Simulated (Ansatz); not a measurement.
## Property card for WS2

These are results of Ansatz, DFT PBE+D3(BJ), scalar-relativistic, plane waves, PAW, not measurements.

Plane waves to 420 eV, a k mesh through Γ of 12×12×12 on the computed 3-atom cell and Gaussian smearing (0.02 eV); no spin polarisation.

The structure is relaxed at this level of theory with its symmetry kept. This form isn't the usual stable structure of the compound.

```
W S
1.0
     1.57860    0.91141    6.03931
    -1.57860    0.91141    6.03931
     0.00000   -1.82281    6.03931
W S
1 2
Direct
  0.00066 0.00066 0.00066
  0.24722 0.24722 0.24722
  0.42082 0.42082 0.42082
```

Question: Kohn–Sham band gap?

Answer: 0.91 eV.

Question: Löwdin character of the top 1 eV of the valence band?

Answer: W 5d 63 %, S 3p 31 %.

Question: Löwdin character of the lowest 1 eV of the conduction band?

Answer: W 5d 61 %, S 3p 32 %, unprojected 4 %.

Question: Bader charges (e)?

Answer: W (1 in the cell) 1.37, S (1 in the cell) -0.68, S (1 in the cell) -0.68.

Spin-orbit coupling is left out, which matters for the bands of heavy elements.